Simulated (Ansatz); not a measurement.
Results of rVV10 (Ansatz, a program for electronic structure, PAW) for zinc-blende AlSb.

Settings: plane-wave cutoff 520 eV, 10×10×10 k mesh, Fermi–Dirac smearing 0.01 eV, scalar-relativistic PAW data made under PBE.

Pressure at four volumes; x = ln(V/30.487 Å³). One pressure is withheld.

```json
[
 {"V (Å³/atom)": "28.657", "x": "-0.0619", "P (GPa)": "?"},
 {"V (Å³/atom)": "29.267", "x": "-0.0408", "P (GPa)": "2.17"},
 {"V (Å³/atom)": "30.487", "x": "0.0000", "P (GPa)": "0.00"},
 {"V (Å³/atom)": "32.316", "x": "0.0583", "P (GPa)": "-2.47"}
]
```

Q: Pass a parabola P(x) through the three rows shown, estimate the bulk modulus and its pressure derivative near zero pressure, and predict the withheld pressure.

A: Slopes between the rows: (0.00 − (2.17))/(0.0000 − (-0.0408)) = -53.19 and (-2.47 − (0.00))/(0.0583 − (0.0000)) = -42.37 GPa. Their difference over the span 0.0991 is c = 10.82/0.0991 = 109.2 GPa, so P(x) = 2.17 + (-53.19)(x − (-0.0408)) + 109.2 (x − (-0.0408))(x − (0.0000)). At the middle row B = −dP/dx = −[-53.19 + 109.2 × 0.0408] = 48.7 GPa, and B′ = dB/dP = 2c/B = 4.5. At x = -0.0619 the parabola gives 3.43 GPa; the run gives 3.44 GPa. The Birch–Murnaghan fit to the energies at all volumes has B0 = 48.4 GPa and B′ = 4.5.

Measured, for comparison: bulk modulus 58.2 GPa (temperature not stated, no zero-point or thermal correction; as tabulated in Toher et al. (2017), arXiv:1611.05714). Computed less measured: bulk modulus -17 %.

Spin–orbit coupling is not included.
